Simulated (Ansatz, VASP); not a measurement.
One calculation of CaO, two programs

INCAR

```
SYSTEM = CaO
ALGO = Normal
EDIFF = 1E-7
ENCUT = 520
GGA = PE
ISIF = 2
ISMEAR = -1
LASPH = .True.
LCHARG = .True.
LELF = .True.
LREAL = .False.
LVHAR = .True.
LWAVE = .False.
NBANDS = 24
NELM = 100
PREC = Accurate
SIGMA = 0.05
```

KPOINTS

```
k-points
0
Gamma
  8 8 6
  0 0 0
```

POSCAR

```
CaO
1.0
    3.9919758245      0.0000000000      0.0000000000
   -1.9959879122      3.4571524753      0.0000000000
    0.0000000000      0.0000000000      4.7848400100
Ca O
2 2
Direct
    0.6666666667      0.3333333333      0.2500000000
    0.3333333333      0.6666666667      0.7500000000
    0.6666666667      0.3333333333      0.7500000000
    0.3333333333      0.6666666667      0.2500000000
```

The input input.yaml:

```yaml
crystal:
  lattice:
    - [3.9919758245, 0.0, 0.0]
    - [-1.9959879122, 3.4571524753, 0.0]
    - [0.0, 0.0, 4.78484001]
  atoms:
    - { symbol: Ca, position: [0.6666666667, 0.3333333333, 0.25] }
    - { symbol: Ca, position: [0.3333333333, 0.6666666667, 0.75] }
    - { symbol: O, position: [0.6666666667, 0.3333333333, 0.75] }
    - { symbol: O, position: [0.3333333333, 0.6666666667, 0.25] }
hamiltonian:
  xc: pbe
  pseudopotentials: { kind: paw }
kpoints:
  mp_grid: { grid: [8, 8, 6] }
scf:
  occupations: { method: fermi_dirac, width: 0.05 }
output:
  forces: true
  stress: true
  eigenvalues: true
  write_density: true
  write_potential: true
  elf: true
  volumetric_format: npy
```

The cell comes from a database or a generator and needn't be the stable form of this composition.

Alike in both runs: task single point; functional PBE; k mesh 8 × 8 × 6; occupations fermi-dirac, width 0.05 eV; no spin polarisation.

|  | VASP | Ansatz |
| --- | --- | --- |
| version | VASP 6.6.1 | Ansatz 0.2.0 |
| potentials or method | VASP PAW PBE potentials, release 64 (Ca_sv, O) | Ansatz PAW |
| plane-wave cutoff (eV) | 520 | 420 |
| valence electrons in the cell | 32 | 32 |

```csv
,VASP,Ansatz,Ansatz less VASP
gap on the k mesh at the Fermi level (eV),3.16,3.18,+0.015
least direct gap on the mesh (eV),3.16,3.18,+0.015
pressure (GPa),1.5,1.0,-0.50
largest component of the traceless stress (GPa),0.25,0.23,-0.021
```

Caveats: the pressure holds a Pulay correction of +0.4 GPa for the finite cutoff (Ansatz). A k mesh can miss the band edges. PBE gaps usually lie below the measured ones, often by a third to a half.
